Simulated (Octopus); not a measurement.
P:

```xyz
2
Lattice="1.7257 0.9963 3.1297 -1.7257 0.9963 3.1297 0.0000 -1.9927 3.1297" Properties=species:S:1:pos:R:3 pbc="T T T"
P     0.0000    0.0000    7.2570
P     0.0000    0.0000    2.1321
```

This isn't the form of P at room conditions, which is orthorhombic.

```yaml
Program: Octopus 16.4
Task: single point
Functional: PBEsol
Potentials_or_basis: pseudodojo_pbesol (PseudoDojo 0.4, PBEsol)
Grid_spacing: 0.186 Å
k_mesh: 9 × 9 × 9
Occupations: fermi-dirac, width 0.05 eV
Spin: no spin polarisation
```

On this cell: largest force 0.275 eV/Å; band gap on the k mesh none (metal or under the smearing width).

The same run follows on a disturbed copy (atoms moved at random, drawn with an rms of 0.05 Å):

```xyz
2
Lattice="1.7257 0.9963 3.1297 -1.7257 0.9963 3.1297 0.0000 -1.9927 3.1297" Properties=species:S:1:pos:R:3 pbc="T T T"
P    -0.0131    0.0080    7.1927
P    -0.0121   -0.0027    2.1213
```

Q: What changes?

A: The energy (extrapolated to zero smearing) moves by -1.7 meV/atom; largest force 0.159 eV/Å; band gap on the k mesh none (metal or under the smearing width).

Forces on the atoms (eV/Å):
```
P    0.003 -0.042  0.154
P   -0.003  0.042 -0.154
```
